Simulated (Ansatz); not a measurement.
## HPt16Se32: course of a relaxation

These are results of DFT PBE, scalar-relativistic, plane waves, PAW in Ansatz, not measurements. Run with 420 eV cutoff, 2×2×2 k-mesh, shifted by half a step, Gaussian smearing of 0.01 eV, no spin polarisation.

What was changed: H interstitial, charge +1, atoms relaxed at the host's cell.

Spin–orbit coupling is left out, which can shift energies with elements as heavy as these.

In a supercell of 49 atoms the defect feels its periodic images.

Spin polarisation was left out.

Command:

```bash
ansatz run input.yaml --threads 4 --pin off --max-ram 10240MiB --backend cpu --events-out ev --progress --plain --runs-dir out
```

Input:

```yaml
crystal:
  lattice:
    - [-9.3788987944, -3.2489458462, -6.5013337589]
    - [-1.8757797589, 9.7468375386, 6.5013337589]
    - [9.3788987944, 3.2489458462, -6.5013337589]
  atoms:
    - { symbol: Pt, position: [0.75002954, 0.1248102665, 0.3752154873] }
    - { symbol: Pt, position: [0.5003202628, 0.5002439741, 1.0000762886] }
    - { symbol: Pt, position: [0.74997046, 0.8751897335, 0.1247845127] }
    - { symbol: Pt, position: [0.4983501861, -0.0001347657, 0.4984849518] }
    - { symbol: Pt, position: [0.0016498139, 0.0001347657, 0.0015150482] }
    - { symbol: Pt, position: [0.75002954, 0.3748140527, 0.6252192734] }
    - { symbol: Pt, position: [0.2501019277, 0.3751567741, 0.1249421726] }
    - { symbol: Pt, position: [0.5001391645, 0.7500329865, 0.2500756028] }
    - { symbol: Pt, position: [0.5001391645, 0.2500635617, 0.750106178] }
    - { symbol: Pt, position: [0.9998608355, 0.2499670135, 0.2499243972] }
    - { symbol: Pt, position: [0.74997046, 0.6251859473, 0.8747807266] }
    - { symbol: Pt, position: [0.2498980723, 0.6248432259, 0.3750578274] }
    - { symbol: Pt, position: [0.2501019277, 0.1251597551, 0.8749451536] }
    - { symbol: Pt, position: [0.9996797372, 0.4997560259, 0.4999237114] }
    - { symbol: Pt, position: [0.2498980723, 0.8748402449, 0.6250548464] }
    - { symbol: Pt, position: [0.9998608355, 0.7499364383, 0.749893822] }
    - { symbol: Se, position: [0.2682140955, 0.1673472343, 0.1008668612] }
    - { symbol: Se, position: [0.0171520404, 0.5415142903, 0.7255211571] }
    - { symbol: Se, position: [0.2669897279, 0.9167316421, 0.8505793117] }
    - { symbol: Se, position: [0.0173654826, 0.041873465, 0.2262454963] }
    - { symbol: Se, position: [0.5174041806, 0.0413188758, 0.7245679617] }
    - { symbol: Se, position: [0.2669897279, 0.4164104162, 0.3502580858] }
    - { symbol: Se, position: [0.7671468297, 0.4168463049, 0.8506060202] }
    - { symbol: Se, position: [0.0173654826, 0.7911199863, 0.9754920176] }
    - { symbol: Se, position: [0.0171520404, 0.2916308833, 0.4756377501] }
    - { symbol: Se, position: [0.5174677336, 0.291876859, 0.9756304257] }
    - { symbol: Se, position: [0.2667097248, 0.6663724771, 0.6003372477] }
    - { symbol: Se, position: [0.7674414655, 0.6671236104, 0.1003178551] }
    - { symbol: Se, position: [0.7659159021, 0.1654062958, 0.6005096063] }
    - { symbol: Se, position: [0.5174677336, 0.541837308, 0.2255908747] }
    - { symbol: Se, position: [0.7671468297, 0.9165408095, 0.3503005248] }
    - { symbol: Se, position: [0.5174041806, 0.7928362189, 0.4760853048] }
    - { symbol: Se, position: [0.7325585345, 0.3328763896, 0.3996821449] }
    - { symbol: Se, position: [0.4828479596, 0.7083691167, 0.0243622499] }
    - { symbol: Se, position: [0.7328531703, 0.0834591905, 0.1496994752] }
    - { symbol: Se, position: [0.4826345174, 0.2088800137, 0.5245079824] }
    - { symbol: Se, position: [0.9825958194, 0.2071637811, 0.0239146952] }
    - { symbol: Se, position: [0.7328531703, 0.5831536951, 0.6493939798] }
    - { symbol: Se, position: [0.2330102721, 0.5835895838, 0.1497419142] }
    - { symbol: Se, position: [0.4826345174, 0.958126535, 0.2737545037] }
    - { symbol: Se, position: [0.4828479596, 0.4584857097, 0.7744788429] }
    - { symbol: Se, position: [0.9825322664, 0.458162692, 0.2744091253] }
    - { symbol: Se, position: [0.7340840979, 0.8345937042, 0.8994903937] }
    - { symbol: Se, position: [0.2317859045, 0.8326527657, 0.3991331388] }
    - { symbol: Se, position: [0.2332902752, 0.3336275229, 0.8996627523] }
    - { symbol: Se, position: [0.9825322664, 0.708123141, 0.5243695743] }
    - { symbol: Se, position: [0.2330102721, 0.0832683579, 0.6494206883] }
    - { symbol: Se, position: [0.9825958194, 0.9586811242, 0.7754320383] }
    - { symbol: H, position: [0.75, 0.0, 0.75] }
  host:
    lattice:
      - [3.7515595178, 0.0, 0.0]
      - [-1.8757797589, 3.2489458462, 0.0]
      - [0.0, 0.0, 6.5013337589]
    atoms:
      - { symbol: Pt, position: [0.0, 0.0, 0.0] }
      - { symbol: Se, position: [0.6666666667, 0.3333333333, 0.7990307871] }
      - { symbol: Se, position: [0.3333333333, 0.6666666667, 0.2009692129] }
total_charge: 1
basis:
  ecutwfc: 420
  xc_grid: 2
kpoints:
  mp_grid: { grid: [2, 2, 2], shift: [0.5, 0.5, 0.5] }
hamiltonian:
  xc: pbe
scf:
  occupations: { method: gaussian, width: 0.01 }
output:
  forces: true
  stress: false
  eigenvalues: true
  charged_corrections:
    defect_position: [0.75, 0.0, 0.75]
    epsilon: [[17.6831, 0.0, 0.0], [0.0, 17.6831, 0.0], [0.0, 0.0, 5.238]]
  write_density: true
  write_potential: true
  elf: true
  volumetric_format: npy
relax:
  adjacent_minimum: "off"
  f_tol: 0.025
  max_steps: 45
```

F is the free energy.

Steps:

```
step F − F(1) (eV) largest force component (eV/Å)
   1         0.0000                           0.204
   2        -0.0235                           0.160
   3        -0.0462                           0.039
   4        -0.0480                           0.010
```

Relaxed structure:

```cif
data_structure
_symmetry_space_group_name_H-M 'P 1'
_symmetry_Int_Tables_number 1
_cell_length_a 11.8654
_cell_length_b 11.8654
_cell_length_c 11.8654
_cell_angle_alpha 101.552
_cell_angle_beta 113.550
_cell_angle_gamma 113.590
_cell_volume 1267.88
loop_
_atom_site_label
_atom_site_type_symbol
_atom_site_fract_x
_atom_site_fract_y
_atom_site_fract_z
_atom_site_occupancy
Pt1 Pt 0.75152 0.12374 0.37705 1
Pt2 Pt 0.50134 0.50073 0.00061 1
Pt3 Pt 0.74848 0.87626 0.12295 1
Pt4 Pt 0.49519 0.99968 0.49551 1
Pt5 Pt 0.00481 0.00032 0.00449 1
Pt6 Pt 0.75152 0.37447 0.62778 1
Pt7 Pt 0.24982 0.37517 0.12379 1
Pt8 Pt 0.50209 0.75067 0.25134 1
Pt9 Pt 0.50209 0.25075 0.75142 1
Pt10 Pt 0.99791 0.24933 0.24866 1
Pt11 Pt 0.74848 0.62553 0.87222 1
Pt12 Pt 0.25018 0.62483 0.37621 1
Pt13 Pt 0.24982 0.12603 0.87465 1
Pt14 Pt 0.99866 0.49927 0.49939 1
Pt15 Pt 0.25018 0.87397 0.62535 1
Pt16 Pt 0.99791 0.74925 0.74858 1
Se1 Se 0.27058 0.16882 0.10176 1
Se2 Se 0.01790 0.54244 0.72573 1
Se3 Se 0.26557 0.91669 0.85020 1
Se4 Se 0.01683 0.04228 0.22762 1
Se5 Se 0.51795 0.04031 0.72157 1
Se6 Se 0.26557 0.41537 0.34888 1
Se7 Se 0.76792 0.41913 0.85253 1
Se8 Se 0.01683 0.78921 0.97456 1
Se9 Se 0.01790 0.29217 0.47546 1
Se10 Se 0.51725 0.29153 0.97576 1
Se11 Se 0.26552 0.66543 0.60009 1
Se12 Se 0.76732 0.66900 0.09832 1
Se13 Se 0.76220 0.16109 0.60111 1
Se14 Se 0.51725 0.54149 0.22572 1
Se15 Se 0.76792 0.91539 0.34879 1
Se16 Se 0.51795 0.79638 0.47764 1
Se17 Se 0.73268 0.33100 0.40168 1
Se18 Se 0.48210 0.70783 0.02454 1
Se19 Se 0.73208 0.08461 0.15121 1
Se20 Se 0.48317 0.21079 0.52544 1
Se21 Se 0.98205 0.20362 0.02236 1
Se22 Se 0.73208 0.58087 0.64747 1
Se23 Se 0.23443 0.58463 0.15112 1
Se24 Se 0.48317 0.95772 0.27238 1
Se25 Se 0.48210 0.45756 0.77427 1
Se26 Se 0.98275 0.45851 0.27428 1
Se27 Se 0.73780 0.83891 0.89889 1
Se28 Se 0.22942 0.83118 0.39824 1
Se29 Se 0.23448 0.33457 0.89991 1
Se30 Se 0.98275 0.70847 0.52424 1
Se31 Se 0.23443 0.08331 0.64980 1
Se32 Se 0.98205 0.95969 0.77843 1
H1 H 0.75000 0.00000 0.75000 1
```

The run converged. The run took 7 min on 4 threads of Arm Neoverse V2 (shared host), peak memory 7.3 GiB.